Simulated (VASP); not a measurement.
**TiSe: relaxation of cell and atoms with r2SCAN**

Crystal: TiSe.

```
Se Ti
1.0
     3.55900    0.00000    0.00000
    -1.77950    3.08218    0.00000
     0.00000    0.00000    6.22000
Se Ti
2 2
Direct
  0.66667 0.33333 0.75000
  0.33333 0.66667 0.25000
  0.00000 0.00000 0.50000
  0.00000 0.00000 0.00000
```

- Program: VASP 6.6.1
- Task: relaxation of cell and atoms
- Functional: r2SCAN
- Potentials or basis: VASP PAW PBE potentials, release 64 (Se, Ti_sv)
- Cutoff: 600 eV
- k mesh: 8 × 8 × 4
- Occupations: fermi-dirac, width 0.05 eV
- Spin: no spin polarisation
- Ladder: gaps
- Further INCAR settings: ALGO = Normal; EDIFF = 1e-07; IBRION = 2; EDIFFG = -0.01; NSW = 40; ISIF = 3

```yaml
Relaxed_volume: 17.22 Å³/atom
Relaxed_cell: a = 3.435 Å, b = 3.435 Å, c = 6.743 Å, α = 90.00°, β = 90.00°, γ = 120.00°
Space_group_after_relaxing_to_0.05_Å: P6_3/mmc (No. 194)
Energy_gained_by_relaxing: 45.6 meV/atom
Ionic_steps: 8
Pressure_after_relaxing: 0.0 GPa
Band_gap_on_the_k_mesh: none (metal or under the smearing width)
```

Stress tensor (GPa, compression positive):
```
-0.09  0.00  0.00
 0.00 -0.09  0.00
 0.00  0.00  0.05
```

Step by step:
| step | energy change (eV) | largest force (eV/Å) | pressure (GPa) | volume (Å³) |
| --- | --- | --- | --- | --- |
| 1 | 0.0000 | 0.0000 | 4.13 | 68.23 |
| 2 | -0.0714 | 0.0000 | -4.14 | 72.62 |
| 3 | -0.0794 | 0.0000 | -2.31 | 71.50 |
| 4 | -0.1469 | 0.0000 | -1.68 | 70.47 |
| 5 | -0.1816 | 0.0000 | -0.62 | 69.17 |
| 6 | -0.1816 | 0.0000 | -0.69 | 69.23 |
| 7 | -0.1811 | 0.0000 | 0.81 | 68.45 |
| 8 | -0.1825 | 0.0000 | -0.04 | 68.89 |

Final structure:
```cif
data_structure
_symmetry_space_group_name_H-M 'P 1'
_symmetry_Int_Tables_number 1
_cell_length_a 3.4347
_cell_length_b 3.4347
_cell_length_c 6.7430
_cell_angle_alpha 90.000
_cell_angle_beta 90.000
_cell_angle_gamma 120.000
_cell_volume 68.89
loop_
_atom_site_label
_atom_site_type_symbol
_atom_site_fract_x
_atom_site_fract_y
_atom_site_fract_z
_atom_site_occupancy
Se1 Se 0.66667 0.33333 0.75000 1
Se2 Se 0.33333 0.66667 0.25000 1
Ti1 Ti 0.00000 0.00000 0.50000 1
Ti2 Ti 0.00000 0.00000 0.00000 1
```

Levels at points of the mesh, in eV from the Fermi level:
| k point | band 14 | band 15 | band 16 | band 17 | band 18 | band 19 | band 20 | band 21 | band 22 |
| --- | --- | --- | --- | --- | --- | --- | --- | --- | --- |
| (0.00, 0.00, 0.00) | -3.32 | -1.99 | -1.33 | -1.33 | -0.21 | -0.21 | -0.04 | -0.04 | 1.09 |
| (0.50, 0.00, 0.00) | -5.12 | -4.26 | -3.06 | -1.83 | -0.84 | 0.63 | 1.55 | 1.68 | 1.85 |
| (0.00, 0.00, 0.50) | -2.88 | -2.88 | -2.88 | 0.01 | 0.01 | 0.33 | 0.33 | 0.33 | 0.33 |
| (0.50, 0.00, 0.50) | -5.10 | -3.76 | -3.76 | -1.19 | -1.19 | 1.61 | 1.61 | 1.63 | 1.63 |

Run time: 8.5 min on 2 MPI ranks on Intel(R) Xeon(R) Platinum 8488C (Sapphire Rapids) (shared host), peak memory 0.23 GiB a rank.

Caveat: the PAW data sets were made with another functional, which shifts forces and pressure a little. Zero-point motion and thermal expansion aren't in these numbers.
